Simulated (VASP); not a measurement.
## A VASP 6.6.1 single-point calculation on Ge

INCAR

```
ISIF = 2
NSW = 0
SIGMA = 0.02
NELM = 120
PREC = Accurate
EDIFF = 1E-7
LREAL = .FALSE.
ENCUT = 520
LCHARG = .FALSE.
IBRION = -1
NBANDS = 21
LWAVE = .FALSE.
ISMEAR = -1
LASPH = .TRUE.
METAGGA = MBJ
```

KPOINTS

```
KPOINTS created by Atomic Simulation Environment
0
Gamma
8 8 8
0 0 0
```

POSCAR

```
Ge
 1.0000000000000000
     0.0000000000000000    2.9503484526000001    2.9503484526000001
     2.9503484526000001    0.0000000000000000    2.9503484526000001
     2.9503484526000001    2.9503484526000001    0.0000000000000000
 Ge
   2
Cartesian
  0.0000000000000000  0.0000000000000000  0.0000000000000000
  1.4751742263000001  1.4751742263000001  1.4751742263000001
```

The recommended PBE PAW datasets give the neutral cell 28 valence electrons.

Command

```
mpirun -np 1 vasp_std
```

Q: Predict the outcome of this run.

A: It converged. Results: gap between bands v and c on the k mesh 0.00 eV; least direct gap on the k mesh 0.00 eV. Band v is the last that the valence electrons fill when counted band by band, and c is the next.

OSZICAR

```
N       E                     dE             d eps       ncg     rms          rms(c)
DAV:   1     0.413782209267E+03    0.41378E+03   -0.14223E+04  1347   0.339E+03
DAV:   2     0.245942870264E+03   -0.16784E+03   -0.16279E+03  1218   0.612E+02
DAV:   3     0.219607679973E+03   -0.26335E+02   -0.26188E+02  1413   0.140E+02
DAV:   4     0.218731890145E+03   -0.87579E+00   -0.87530E+00  1376   0.300E+01
DAV:   5     0.218714824665E+03   -0.17065E-01   -0.17065E-01  1420   0.455E+00    0.358E+00
DAV:   6     0.219524376402E+03    0.80955E+00   -0.37280E+00  1655   0.239E+01    0.177E+00
DAV:   7     0.219407126988E+03   -0.11725E+00   -0.36579E-01  1602   0.864E+00    0.114E+00
DAV:   8     0.219291229666E+03   -0.11590E+00   -0.29009E-01  1660   0.629E+00    0.374E-01
DAV:   9     0.219349648998E+03    0.58419E-01   -0.67114E-02  1460   0.340E+00    0.302E-01
DAV:  10     0.219574143295E+03    0.22449E+00   -0.81066E-03  1278   0.997E-01    0.174E-01
...
DAV:  30     0.219769087787E+03    0.85674E-05   -0.13253E-10   669   0.102E-04    0.846E-06
DAV:  31     0.219769089302E+03    0.15147E-05   -0.39803E-11   654   0.754E-05    0.993E-06
DAV:  32     0.219769091187E+03    0.18847E-05   -0.17654E-11   669   0.449E-05    0.824E-06
DAV:  33     0.219769092745E+03    0.15579E-05   -0.77128E-12   659   0.258E-05    0.781E-06
DAV:  34     0.219769099982E+03    0.72373E-05   -0.82199E-12   669   0.252E-05    0.121E-06
DAV:  35     0.219769100979E+03    0.99710E-06   -0.72594E-12   669   0.214E-05    0.101E-06
DAV:  36     0.219769101965E+03    0.98582E-06    0.13888E-12   664   0.119E-05    0.755E-07
DAV:  37     0.219769101808E+03   -0.15723E-06    0.45644E-12   669   0.830E-06    0.540E-07
DAV:  38     0.219769101881E+03    0.73648E-07   -0.14005E-12   649   0.613E-06
   1 F= 0.21976910E+03 E0= 0.21976918E+03  d E =-.148979E-03
```

Standard output (part)

```
POSCAR found type information on POSCAR Ge
 POSCAR found :  1 types and       2 ions
 LDA part: xc-table for (None), standard interpolation
 POSCAR, INCAR and KPOINTS ok, starting setup
 WAVECAR not read
 entering main loop
```

The MBJ potential has no energy functional, so only its levels carry meaning.

For comparison, a separate PBE run of the intended cell, on usual settings and not on those above, gives a gap of -0.17 eV on its mesh and a pressure of -3.6 GPa.
